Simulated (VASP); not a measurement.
# Se (P3_221) in VASP: further runs

The runs below take Se through single point, with PBE.

Program: VASP 6.6.1. These are calculated values, not measurements. Logs are shortened: lines on timing, memory, paths and dates and some standing lists are left out, and cuts for length are marked.

### 1 The crystal as given

Symmetry: P3_221, No. 154, trigonal system. The conventional cell has a = 4.355 Å, b = 4.355 Å, c = 4.949 Å, α = 90.00°, β = 90.00°, γ = 120.00°. Around Se (site symmetry 2) lie 2 Se at 2.32 Å.

### 2 Single point, PBE

INCAR

```
SYSTEM = Se
PREC     = Accurate       ! precision mode
ENCUT    = 500            ! plane-wave cutoff, eV
EDIFF    = 1E-4           ! SCF threshold, eV
ISMEAR   = 0              ! smearing method
SIGMA    = 0.05           ! smearing width, eV
LREAL    = .FALSE.        ! projectors in reciprocal space
LASPH    = .TRUE.         ! aspherical terms in the spheres
NELM     = 100            ! most SCF steps
ALGO     = Normal         ! electronic algorithm
ISIF     = 2              ! what is computed and relaxed
LWAVE    = .FALSE.        ! write WAVECAR
LCHARG   = .FALSE.        ! write CHGCAR
GGA      = PE             ! functional
NBANDS   = 16             ! bands
ADDGRID  = .FALSE.
```

KPOINTS

```
Automatic mesh
0
G
  9 9 7
  0 0 0
```

POSCAR

```
Se
1.0
    4.3551700000      0.0000000000      0.0000000000
   -2.1775850000      3.7716878578      0.0000000000
    0.0000000000      0.0000000000      4.9494500000
Se
3
Direct
    0.7830000000      0.7830000000      0.5000000000
    0.0000000000      0.2170000000      0.8333333333
    0.2170000000      0.0000000000      0.1666666667
```

Potentials or basis: VASP PAW PBE potentials, release 64 (Se).

Command:

```sh
cat potpaw_PBE.64/Se/POTCAR > POTCAR
mpirun -np 1 vasp_std > vasp.out
```

OUTCAR:

```text
SYSTEM = Se
   PREC = Accurate
   ENCUT = 500
   EDIFF = 1E-4
   ISMEAR = 0
   LREAL = .FALSE.
   LASPH = .TRUE.
   NELM = 100
   ISIF = 2
   GGA = PE

 Found     69 irreducible k-points:

 Following reciprocal coordinates:
            Coordinates               Weight
  0.000000  0.000000  0.000000      1.000000
  0.111111  0.000000  0.000000      6.000000
  0.222222  0.000000  0.000000      6.000000
  0.333333  0.000000  0.000000      6.000000
  0.444444  0.000000  0.000000      6.000000
  0.111111  0.111111  0.000000      6.000000
   k-points           NKPTS =     69   k-points in BZ     NKDIM =     69   number of bands    NBANDS=     16
   number of dos      NEDOS =    301   number of ions     NIONS =      3
   total plane-waves  NPLWV =  36864
   dimension x,y,z NGX =    32 NGY =   32 NGZ =   36
   dimension x,y,z NGXF=    64 NGYF=   64 NGZF=   72
   ions per type =               3
   NGX,Y,Z   is equivalent  to a cutoff of  12.22, 12.22, 12.09 a.u.
   NGXF,Y,Z  is equivalent  to a cutoff of  24.43, 24.43, 24.18 a.u.
 SYSTEM =  Se
   PREC   = accura    normal or accurate (medium, high low for compatibility)
   ISTART =      0    job   : 0-new  1-cont  2-samecut
   ICHARG =      2    charge: 1-file 2-atom 10-const
   ISPIN  =      1    spin polarized calculation?
   LNONCOLLINEAR =      F non collinear calculations
   LSORBIT =      F    spin-orbit coupling
   LASPH  =      T    aspherical Exc in radial PAW
   ENCUT  =  500.0 eV  36.75 Ry    6.06 a.u.   7.94  7.94  9.02*2*pi/ulx,y,z
   NELM   =    100;   NELMIN=  2; NELMDL= -5     # of ELM steps
   EDIFF  = 0.1E-03   stopping-criterion for ELM
   LREAL  =      F    real-space projection
   EDIFFG = 0.1E-02   stopping-criterion for IOM
   NSW    =      0    number of steps for IOM
   IBRION =     -1    ionic relax: 0-MD 1-quasi-New 2-CG
[... 14 lines left out ...]
     AMIX     =   0.40;   BMIX     =  1.00
     AMIX_MAG =   1.60;   BMIX_MAG =  1.00
  volume/ion in A,a.u.               =      27.10       182.88
  Fermi-wavevector in a.u.,A,eV,Ry     =   0.990375  1.871538 13.345178  0.980843
  Thomas-Fermi vector in A             =   2.122041
   LORBIT       =      0    0 simple, 1 ext, 2 COOP (PROOUT), +10 PAW based schemes
   GGA     = PE    functional components
[... 5 lines left out ...]
 non-spin polarized calculation
 Gauss-broadening in eV      SIGMA  =   0.05
  energy-cutoff  :      500.00
  volume of cell :       81.30
 maximum number of plane-waves:      2094
   NGX = 15   NGY = 15   NGZ = 19

 number of electron      17.9999998 magnetization

 Free energy of the ion-electron system (eV)
  ---------------------------------------------------
  ext. energy  EPLUGINS =         0.00000000
  ---------------------------------------------------
  free energy    TOTEN  =       -10.37095125 eV

  energy without entropy =      -10.37095125  energy(sigma->0) =      -10.37095125

 E-fermi :   3.0045     XC(G=0):  -8.8334

 val. band max:        2.7344257167   @ k =   0.4444   0.0000   0.4286
 cond. band min:       3.9321794527   @ k =   0.3333   0.3333   0.4286
 fundamental gap:      1.1977537359
 Fermi energy:         3.0044779977

 k-point     1 :       0.0000    0.0000    0.0000
  band No.  band energies     occupation
      1     -13.3927      2.00000
      2      -9.0806      2.00000
      3      -9.0806      2.00000
      4      -1.2343      2.00000
      5      -1.2343      2.00000
      6      -1.0302      2.00000
[... 8 lines left out ...]
     15       9.1471      0.00000
     16      11.1143      0.00000

 k-point     2 :       0.1111    0.0000    0.0000
  band No.  band energies     occupation
      1     -13.3485      2.00000
      2      -9.1190      2.00000
      3      -9.0737      2.00000
      4      -1.6552      2.00000
      5      -1.3918      2.00000
      6      -0.8628      2.00000
[... 8 lines left out ...]
     15       9.6188      0.00000
     16      11.0523      0.00000

 k-point     3 :       0.2222    0.0000    0.0000
  band No.  band energies     occupation
      1     -13.2303      2.00000
      2      -9.2294      2.00000
      3      -9.0560      2.00000
      4      -2.1623      2.00000
      5      -1.6781      2.00000
      6      -0.8362      2.00000
[... 8 lines left out ...]
     15      10.4683      0.00000
     16      11.2988      0.00000

 k-point     4 :       0.3333    0.0000    0.0000
  band No.  band energies     occupation
      1     -13.0826      2.00000
      2      -9.3802      2.00000
      3      -9.0353      2.00000
      4      -2.4852      2.00000
      5      -1.9239      2.00000
      6      -0.8386      2.00000
[... 8 lines left out ...]
     15      11.2715      0.00000
     16      12.1130      0.00000

 k-point     5 :       0.4444    0.0000    0.0000
  band No.  band energies     occupation
      1     -12.9766      2.00000
      2      -9.4951      2.00000
      3      -9.0216      2.00000
      4      -2.6146      2.00000
      5      -2.0649      2.00000
      6      -0.7378      2.00000
[... 8 lines left out ...]
     15      12.1180      0.00000
     16      12.6941      0.00000

 k-point     6 :       0.1111    0.1111    0.0000
  band No.  band energies     occupation
      1     -13.2672      2.00000
      2      -9.1868      2.00000
      3      -9.0686      2.00000
      4      -2.0080      2.00000
      5      -1.6728      2.00000
      6      -0.7691      2.00000
[... 8 lines left out ...]
     15      10.2076      0.00000
     16      11.0085      0.00000

 [... further k-points ...]

------------------------ aborting loop because EDIFF is reached ----------------------------------------

  FORCE on cell =-STRESS in cart. coord.  units (eV):
  Direction    XX          YY          ZZ          XY          YZ          ZX
  --------------------------------------------------------------------------------------
  -------------------------------------------------------------------------------------
  Total        2.4186341      2.4186341      3.8631647      0.0000000      0.0000000      0.0000000
  in kB       47.6631741     47.6631741     76.1300325      0.0000000      0.0000000      0.0000000
  external PRESSURE =      57.1521269 kB  Pullay stress =       0.0000000 kB

 VOLUME and BASIS-vectors are now :
 -----------------------------------------------------------------------------
  energy-cutoff  :      500.00
  volume of cell :       81.30
      direct lattice vectors                 reciprocal lattice vectors
     4.355170000  0.000000000  0.000000000     0.229612162  0.132566644  0.000000000
    -2.177585000  3.771687858  0.000000000     0.000000000  0.265133287  0.000000000
     0.000000000  0.000000000  4.949450000     0.000000000  0.000000000  0.202042651

 POSITION                                       TOTAL-FORCE (eV/Angst)
 -----------------------------------------------------------------------------------
      1.70505      2.95323      2.47472        -0.593110     -1.027297     -0.000000
     -0.47254      0.81846      4.12454        -0.593110      1.027297      0.000000
      0.94507      0.00000      0.82491         1.186220     -0.000000     -0.000000
 -----------------------------------------------------------------------------------
    total drift:                               -0.000000     -0.000000      0.000000

  FREE ENERGIE OF THE ION-ELECTRON SYSTEM (eV)
  ---------------------------------------------------
  free  energy   TOTEN  =       -10.3709512536 eV

  energy  without entropy=      -10.3709512536  energy(sigma->0) =      -10.37095125
```

Wall time 18 s (1 thread of Intel Xeon 6975P-C (Granite Rapids), shared host); peak memory 0.21 GiB.

These settings aren't checked as converged: the numbers below hold their error.

What came out:

- Free energy: -10.3710 eV
- Pressure: 5.7 GPa
- Largest force: 1.186 eV/Å
- Band gap on the k mesh: 1.20 eV, indirect (least direct gap 1.29 eV)

Caveat: an odd mesh through Γ misses points on the zone boundary, where band edges often lie; forces of over 1 eV/Å show positions far from the minimum, so gaps and moduli don't describe the material at rest.

### 3 Single point, PBE

INCAR: that of step 2 with these lines changed.

```diff
@@ -2,4 +2,4 @@
 PREC     = Accurate       ! precision mode
-ENCUT    = 500            ! plane-wave cutoff, eV
-EDIFF    = 1E-4           ! SCF threshold, eV
+ENCUT    = 400            ! plane-wave cutoff, eV
+EDIFF    = 1E-6           ! SCF threshold, eV
 ISMEAR   = 0              ! smearing method
```

KPOINTS

```
Automatic mesh
0
G
  10 10 8
  0 0 0
```

POSCAR is that of step 2.

Potentials or basis: VASP PAW PBE potentials, release 64 (Se).

Command:

```sh
cat potpaw_PBE.64/Se/POTCAR > POTCAR
mpirun -np 1 vasp_std > vasp.out
```

It took 23 s on 1 thread of Intel Xeon 6975P-C (Granite Rapids), shared host; peak memory 0.2 GiB.

These settings aren't checked as converged: the numbers below hold their error.

What came out:

| Property | Result |
| --- | --- |
| Free energy | -10.3702 eV |
| Pressure | 5.7 GPa |
| Largest force | 1.189 eV/Å |
| Band gap on the k mesh | 1.07 eV, indirect (least direct gap 1.26 eV) |

Caveat: forces of over 1 eV/Å show positions far from the minimum, so gaps and moduli don't describe the material at rest.

### 4 The reference run

An earlier run on the cell as given: functional PBE; potentials or basis VASP PAW PBE potentials, release 64 (Se); cutoff 520 eV; k mesh 7 × 7 × 6; occupations fermi-dirac, width 0.05 eV; no spin polarisation.

* Pressure: 5.7 GPa
* Largest force: 1.188 eV/Å
* Band gap on the k mesh: 1.16 eV, indirect (least direct gap 1.38 eV)
